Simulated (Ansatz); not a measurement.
`C=CC(C)=O` and `CC(=O)[SiH3]` differ in one atom or group.

Ansatz, PBE0-D4/def2-TZVP geometries, multiplicity 1. Each molecule was computed in one conformer, which needn't be the lowest.

```tsv
property	`C=CC(C)=O`
size of the dipole moment (B3LYP/def2-TZVPP) / D	3.27
LUMO energy (PBE0/def2-TZVPP) / eV	-1.68
LUMO energy (ωB97M-V/def2-TZVPP) / eV	0.50
LUMO energy (B3LYP/def2-TZVPP) / eV	-1.92
HOMO energy (PBE0/def2-TZVPP) / eV	-7.35
ideal-gas entropy at 298 K and 1 bar (rigid rotor, harmonic PBE0-D4/def2-TZVP) / J/(mol·K)	314
```

Task: Give the same properties after the change, and the shifts. (An estimate is asked.)

Result: Computed: 
| property | `CC(=O)[SiH3]` | shift |
| --- | --- | --- |
| size of the dipole moment (B3LYP/def2-TZVPP) / D | 2.51 | -0.76 |
| LUMO energy (PBE0/def2-TZVPP) / eV | -1.26 | 0.42 |
| LUMO energy (ωB97M-V/def2-TZVPP) / eV | 0.99 | 0.49 |
| LUMO energy (B3LYP/def2-TZVPP) / eV | -1.50 | 0.42 |
| HOMO energy (PBE0/def2-TZVPP) / eV | -6.96 | 0.39 |
| ideal-gas entropy at 298 K and 1 bar (rigid rotor, harmonic PBE0-D4/def2-TZVP) / J/(mol·K) | 333 | 19 |

The zero-point energy changes by -50.7 kJ/mol with -3 modes. Dipoles are sizes alone; their direction can turn. Modes under 60 cm⁻¹, often nearly free rotors, make the harmonic entropy too high.

B3LYP here is the variant with VWN-RPA as its local correlation; programs differ in this.

Positive LUMOs are unbound, so they and the gaps depend on the basis.
